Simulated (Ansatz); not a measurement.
Put BaHfO₃ in P6/mmm (No. 191): Ba on 1b; Hf on 1a; O on 3f.

Theory: DFT PBE, scalar-relativistic, plane waves, PAW (Ansatz). Cutoff 420 eV, Γ-centred mesh, Gaussian smearing, no spin polarisation.

Energies over the elements count from the elements' standard structures at the same level (O₂ as a molecule), with no fitted energy shifts.

Task: Give the relaxed lattice parameters and positions.

Result:

Space group P6/mmm (No. 191). a = 4.318 Å, b = 4.318 Å, c = 7.096 Å, α = 90.00°, β = 90.00°, γ = 120.00°
```
atom  site  symmetry       x       y       z
  Ba    1b     6/mmm  0.0000  0.0000  0.5000
  Hf    1a     6/mmm  0.0000  0.0000  0.0000
   O    3f       mmm  0.5000  0.0000  0.0000
```

Ba is surrounded by 2 Hf at 3.55 Å; Hf is surrounded by 6 O at 2.16 Å and 2 Ba at 3.55 Å; around O lie 2 Hf at 2.16 Å and 4 O at 2.16 Å. Another local minimum with the same sites may exist.

Task: Where does its energy lie, and is it a metal?

Result: The energy over the elements is −0.87 eV/atom and the gap on the 12×12×6 mesh of the 5-atom cell is 0 eV (a metal).

The last run used Gaussian smearing of 0.10 eV. Spin–orbit coupling, which can matter for Hf, is left out. A structure relaxed within its symmetry needn't be a true minimum. Another cell of BaHfO3 relaxed alike, in Pm-3m, lies 2.45 eV/atom lower, so this cell isn't the stable form at this level.
